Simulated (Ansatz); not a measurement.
## What DFT gives for CdO

```
Cd O
1.0
     0.00000    2.34361    2.34361
     2.34361    0.00000    2.34361
     2.34361    2.34361    0.00000
Cd O
1 1
Cartesian
  0.0000 0.0000 0.0000
  2.3436 2.3436 2.3436
```

The numbers come from plane-wave PAW DFT (Ansatz): r2SCAN, no spin polarisation, 500 eV, 12×12×12 Γ-centred k points, fermi-dirac occupations (width 0.1068 eV). Nothing was relaxed.

Formation energy: -1.26 eV an atom against the elements' usual phases (free molecules for gases, crystals otherwise, with no correction for O₂ or N₂), so it is bound against them; other compounds may still compete. Relaxing would lower it.
Electronic structure: Counting bands on this mesh leaves a gap of 0.12 eV, but it is narrow, so a finer mesh and a narrower smearing would have to settle it.
Charges: Bader charges in e: Cd +1.25, O -1.25. In the mean Cd gives up most and O takes most.
Contacts: Cd–O at 2.34 Å: least valence density 0.35 e/Å³ and ELF 0.12 there. These are pseudo-fields; inside the PAW spheres they differ from the all-electron ones.

Origin: a database entry at a rescaled volume. Caveats: the gap is not wide against the smearing.
